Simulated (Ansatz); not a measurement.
## Rb: band structure with PBEsol

Crystal: Rb.

```
Rb
1.0
    -2.80250    2.80250    2.80250
     2.80250   -2.80250    2.80250
     2.80250    2.80250   -2.80250
Rb
1
Direct
  0.00000 0.00000 0.00000
```

```json
{"Program": "Ansatz 0.2.0", "Task": "band structure", "Functional": "PBEsol", "Potentials or basis": "all-electron LAPW, scalar-relativistic", "Cutoff": "52 eV (chosen from the basis error)", "Basis error allowed": "0.001 eV/atom", "k mesh": "5 × 5 × 5", "Occupations": "fermi-dirac, width 0.05 eV", "Spin": "no spin polarisation"}
```

The pressure is -0.1 GPa and the band gap along the path is none (metal or under the smearing width).

Levels at the corners of the path, in eV from the Fermi level:
| point | band 1 | band 2 | band 3 | band 4 | band 5 | band 6 | band 7 | band 8 | band 9 |
| --- | --- | --- | --- | --- | --- | --- | --- | --- | --- |
| Γ | -28.88 | -12.92 | -12.92 | -12.92 | -2.06 | 3.67 | 3.67 | 3.67 | 4.64 |
| H | -28.87 | -13.00 | -13.00 | -13.00 | 1.20 | 1.20 | 3.28 | 3.28 | 3.28 |
| N | -28.88 | -13.03 | -12.96 | -12.92 | 0.19 | 0.76 | 2.55 | 4.29 | 5.20 |
| Γ | -28.88 | -12.92 | -12.92 | -12.92 | -2.06 | 3.67 | 3.67 | 3.67 | 4.64 |
| P | -28.88 | -12.98 | -12.98 | -12.98 | 1.26 | 1.26 | 1.26 | 2.63 | 5.38 |
| H | -28.87 | -13.00 | -13.00 | -13.00 | 1.20 | 1.20 | 3.28 | 3.28 | 3.28 |

Wall time 0.88 s on 1 thread of Arm Neoverse V2, with other jobs on the host, peak memory 0.18 GiB.

Caveat: the k mesh is thin for a metal, which can move the energy by tens of meV per atom.
